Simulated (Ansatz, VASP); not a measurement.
## One calculation of Bi, two programs

INCAR

```
SYSTEM = Bi
PREC = Accurate
ENCUT = 520
EDIFF = 1E-7
ISMEAR = 0
SIGMA = 0.1
LREAL = .FALSE.
LASPH = .TRUE.
NELM = 100
ALGO = Normal
ISIF = 2
LWAVE = .FALSE.
LCHARG = .FALSE.
GGA = PS
NBANDS = 38
```

File KPOINTS:

```
Automatic mesh
0
G
  6 6 4
  0 0 0
```

The input POSCAR:

```
Bi
1.0
    4.6066306292      0.0000000000      0.0000000000
   -2.3033153146      3.9894591508      0.0000000000
    0.0000000000      0.0000000000      7.6009405382
Bi
4
Direct
    0.3333333333      0.6666666667      0.4375000000
    0.6666666667      0.3333333333      0.9375000000
    0.6666666667      0.3333333333      0.5625000000
    0.3333333333      0.6666666667      0.0625000000
```

Input for Ansatz:

```yaml
crystal:
  lattice:
    - [4.6066306292, 0.0, 0.0]
    - [-2.3033153146, 3.9894591508, 0.0]
    - [0.0, 0.0, 7.6009405382]
  atoms:
    - { symbol: Bi, position: [0.3333333333, 0.6666666667, 0.4375] }
    - { symbol: Bi, position: [0.6666666667, 0.3333333333, 0.9375] }
    - { symbol: Bi, position: [0.6666666667, 0.3333333333, 0.5625] }
    - { symbol: Bi, position: [0.3333333333, 0.6666666667, 0.0625] }
basis:
  ecutwfc: 420
kpoints:
  mp_grid: { grid: [6, 6, 4] }
hamiltonian:
  xc: pbesol
scf:
  occupations: { method: gaussian, width: 0.1 }
  lower_state_search: "off"
output:
  forces: true
  stress: true
  eigenvalues: true
```

Alike in both runs: task single point; functional PBEsol; k mesh 6 × 6 × 4; occupations gaussian, width 0.1 eV; no spin polarisation.

|  | VASP | Ansatz |
| --- | --- | --- |
| version | VASP 6.6.1 | Ansatz 0.2.0 |
| potentials or method | VASP PAW PBE potentials, release 64 (Bi_d) | scalar-relativistic, plane waves, PAW |
| plane-wave cutoff (eV) | 520 | 420 |
| valence electrons in the cell | 60 | 60 |

```tsv
	VASP	Ansatz	Ansatz less VASP
gap on the k mesh at the Fermi level (eV)	none	none	-
pressure (GPa)	16.5	16.6	+0.08
largest component of the traceless stress (GPa)	2.03	2.03	0.000
rms of the force components (eV/Å)	0.181	0.181	+0.0001
```

Atom by atom the forces differ by 0.000 eV/Å (rms over components). A gap of «none» marks a metal or a gap that the smearing closes.

Caveats: so large a pressure means that the cell lies far from this level's equilibrium, or that cutoff or potentials fall short (VASP); the potentials were made for another functional, which shifts forces and pressure (VASP); spin-orbit coupling is left out, which moves the levels of the heavy elements.
